VASP 6.6.1 cell relaxations of fcc aluminium (one-atom cell, no spin polarisation) with each functional plus D3 dispersion and the recommended PBE PAW potentials. Plane-wave cutoff 600 eV, 11 × 11 × 11 k mesh, Fermi–Dirac smearing of 0.05 eV. Volume changes are relative to the starting cell of 16.60 Å³; a is the edge of the relaxed one-atom cell.

| functional | volume change (%) | relaxed length a (Å) |
| --- | --- | --- |
| PBE | -2.930 | 2.83530 |
| PBEsol | -4.230 | 2.82260 |
| revPBE | -3.920 | 2.82560 |
| RPBE | -2.870 | 2.83580 |
| BLYP | -0.950 | 2.85440 |
| SCAN | -3.690 | 2.82780 |

For aluminium with D3, a change of functional typically moves the equilibrium volume by about one per cent. That is a third of a per cent in length, and holding the metal at the wrong volume by this much costs nearly 1 GPa of stress. The six levels together span 3.3 percentage points in volume, or 1.1 % in length. Whether this matters depends on which of these quantities is wanted: the spread is small for a bond length and very large for a stress.

All rows describe the same non-magnetic face-centred cubic metal, which only shrinks uniformly. The relaxed length a is the edge of the one-atom cell and also the distance between neighbouring atoms; multiplied by √2 it gives the familiar cubic lattice constant, 4.010 Å for PBE. Each row combines a functional with the D3 dispersion correction, an attraction summed over pairs of atoms. The table therefore ranks six combinations, and the order of the bare functionals can be quite different.

The volume change is counted from a starting cell that matches the lattice at room temperature. The calculation has no thermal expansion and no zero-point motion, so a perfect functional should also shrink this cell, by roughly two per cent in volume (a rough, recalled figure). Against that mark PBE and RPBE come out a little under one per cent too small, PBEsol about two per cent too small and BLYP about one per cent too large. BLYP stays closest to the start, but that doesn't make it the most accurate row.

The cost of using the wrong lattice can be worked out for PBE from the energy that the relaxation released. Near its minimum, the energy of a crystal grows as the square of the volume error, so the restoring stress grows in proportion to that error. The mean stress along the way is the energy released divided by the volume given up, and the stress at the start is twice the mean. PBE gives up 2.93 % of 16.60 Å³, which is 0.486 Å³.

The energy released is only 3.63 meV per atom. Divided by 0.486 Å³ and converted to pressure, it gives a mean of 1.2 GPa, and so about 2.4 GPa of tension in the unrelaxed cell. A few thousandths of an electronvolt thus hide a large stress, because the energy grows only as the square of a small strain, while the stress grows in proportion to it. The same reasoning gives a stiffness against compression of about 80 GPa for PBE, close to what is known of aluminium.

The tension found this way is somewhat too high and the stiffness somewhat too low, since a stretched metal is softer than the quadratic law assumes. The method works about equally well for PBEsol, revPBE and RPBE, whose stiffnesses agree with that of PBE to within two per cent. For BLYP it is less certain: that cell hardly moves and releases only 0.3 meV, so small errors count for more. The pressure left at the end of that run seems too small to explain the whole drop to 64 GPa, so BLYP with D3 may really make the metal softer.

For aluminium films and lines on a chip this is the practical point. Stresses that matter there are of the order of 0.1 GPa, far below the 2 to 4 GPa that five of the six levels hold in the starting cell. If a measured lattice constant is imposed on such a calculation, the computed stress mostly reports the mismatch between a warm, measured lattice and the static lattice of the chosen level. The cure is to relax bulk aluminium at the chosen level first, and to apply the film's strain relative to that result.

Why the levels differ is best seen by treating each row as a balance of two parts. The first is the functional itself. Gradient-corrected functionals lower the exchange energy where the electron density varies strongly, and pulling atoms apart makes the density more uneven. A functional that rewards gradients more strongly therefore tends to give a longer lattice. revPBE and RPBE reward them more than PBE does, and PBEsol less.

The second part is D3, which pulls the atoms together. Its strength at short range is adjusted separately for each functional, so that the sum describes the attraction between molecules. A functional that binds too weakly by itself receives a larger correction. The D3 energies of these runs follow this logic: 167 meV per atom with PBE, 256 meV with RPBE and 301 meV with revPBE.

Among molecules this compensation is deliberate, but in a metal nothing guarantees it. The strength of each pair attraction in D3 is taken from reference molecules, where electrons belong to particular atoms. In aluminium the three valence electrons are shared by the whole crystal and screen the fluctuating fields that cause dispersion. A sum over independent pairs misses this collective screening, so theory leads us to expect too strong a pull.

The revPBE row shows the consequence. Without D3, revPBE is known to give longer lattices than PBE, as its exchange suggests. Here its volume lies a full percentage point below that of PBE. The reversal is strong evidence that the larger D3 term has outweighed the difference between the functionals, although a run without D3 would be needed to measure each part.

RPBE makes the same point in a quieter way. Its volume change agrees with that of PBE to 0.06 percentage points, which is a tie for any practical purpose. Yet the D3 energies of the two rows differ by 89 meV per atom. Equal lattices thus come from unequal ingredients, and the tie is no sign that the two functionals treat the metal alike.

A rough formula shows why D3 can have this much influence. If the attraction between pairs falls as the inverse sixth power of distance, the D3 energy varies as the inverse square of the volume. Its inward pressure is then twice the D3 energy divided by the volume. For PBE this is 2 × 0.167 eV / 16.1 Å³, or about 3 GPa, and against a stiffness of 80 GPa it shrinks the cell by a few per cent.

Only the order of magnitude deserves trust. D3 is damped at short distance, which the formula ignores, and for PBE the result exceeds the whole contraction in the table. For the step from RPBE to revPBE the formula predicts about 1.2 percentage points of extra contraction, and the table has 1.05. That agreement may be partly luck, since it assumes that the two bare functionals would give the same lattice and that damping acts alike in both, which these runs do not test.

The formula still gives a useful habit of thought: what counts is how fast the D3 energy changes with volume, compared with the stiffness. A correction that looks harmless beside the total energy can move a lattice visibly if the crystal is soft. The size of the D3 energy alone, however, does not predict the final volume, because the functional's own lattice enters as well. In this table the largest D3 energy even belongs to the smallest contraction.

That row is BLYP, with 313 meV per atom. Its correlation part, LYP, does not reproduce the uniform electron gas, and the valence electrons of aluminium come close to being such a gas. BLYP alone is therefore expected to bind aluminium too weakly and to make its lattice too long. The strong D3 pull would then bring the cell back to within one per cent of its starting volume. The good length most likely comes from two errors of opposite sign, and it gives no reason to trust BLYP for another property of the metal.

SCAN stands at the other end, with a D3 energy of only 58 meV per atom, since this functional already contains part of the attraction at medium range. The rough formula assigns D3 between one and two per cent of volume, while the cell shrinks by 3.7 %. The remainder is about the two per cent by which even a perfect functional should shrink this cell. SCAN alone may thus lie close to the static lattice, and D3 would then push a nearly right lattice too far in. Only a run without D3 can confirm this.

The choice can now be matched to the purpose. If a lattice constant within one per cent of the static reference is enough, every row will do. If a few tenths of a per cent matter, PBE with D3 is acceptable and PBEsol with D3 is too short, but the margin between PBE and BLYP is hardly larger than the uncertainty of the static reference. At that level the use of PBE potentials for all functionals is also a small inconsistency. For stresses of 0.1 GPa the first requirement is a cell relaxed at the same level, whichever level it is.

Cost gives little reason to prefer one gradient-corrected functional to another, since they need similar work in each electronic step and D3 adds almost nothing. SCAN also needs the kinetic-energy density and converges more slowly here: 60 electronic steps over the whole relaxation, against 26 for PBEsol at the same electronic threshold. The two runs used different algorithms, so this is only a hint. Relaxing the cell needed two or three geometries instead of one, a small price for removing several gigapascals.

For bulk aluminium the sensible starting point is PBE without D3. Its lattice constant is known to be about half a per cent too long against the static reference (a rough, recalled figure), which is no closer than PBE with D3 in this table, but it does not rest on a pair correction that is doubtful in a metal. If the lattice itself is the aim, PBEsol without D3 is worth a run too: it was designed for the lattices of solids, and its short cell in this table includes the pull of D3. D3 becomes attractive when a molecule or a weakly bound layer sits on the metal, because there the dispersion across the gap is real, although the missing screening can exaggerate it too. The price is then a metal that is somewhat too compact, and it should be paid knowingly: relax the bulk with and without D3, and take the difference as the strain that the correction brings into the metal. That pair of runs also supplies the separation of functional and dispersion that this table lacks.
